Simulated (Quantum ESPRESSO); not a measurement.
HgSe under changes of volume

One of the cells (28.067 Å³/atom); the others are scaled copies at fixed shape and fractional positions:

```
CELL_PARAMETERS angstrom
0.00000 3.03900 3.03900
3.03900 0.00000 3.03900
3.03900 3.03900 0.00000
ATOMIC_POSITIONS crystal
Hg 0.00000 0.00000 0.00000
Se 0.75000 0.75000 0.75000
```

| Property | Result |
| --- | --- |
| Program | Quantum ESPRESSO 7.5 |
| Functional | PBE |
| Potentials or basis | Ansatz NC SR PBE |
| Cutoff | 1170 eV |
| Density cutoff | 4680 eV |
| k mesh | 8 × 8 × 8 |
| Occupations | fermi-dirac, width 0.05 eV |
| Spin | no spin polarisation |

```csv
volume (Å³/atom),energy over the lowest point (meV/atom),pressure (GPa)
26.383,104.17,9.4
26.944,?,?
27.505,50.29,6.1
28.067,31.32,4.7
28.628,16.93,3.5
29.189,6.63,2.4
29.751,0.00,1.4
```

Question: What does the run at 26.944 Å³/atom give?

Answer: Energy over the lowest point 74.37 meV/atom; pressure 7.7 GPa.

Worked out: A Birch-Murnaghan fit of order 3 (a polynomial in V^(-2/3)) to the other rows has no minimum within the range. It gives 74.37 meV/atom at 26.944 Å³/atom, against the run's 74.37, and -dE/dV = 7.7 GPa, against 7.7.

Energies are extrapolated to zero smearing.
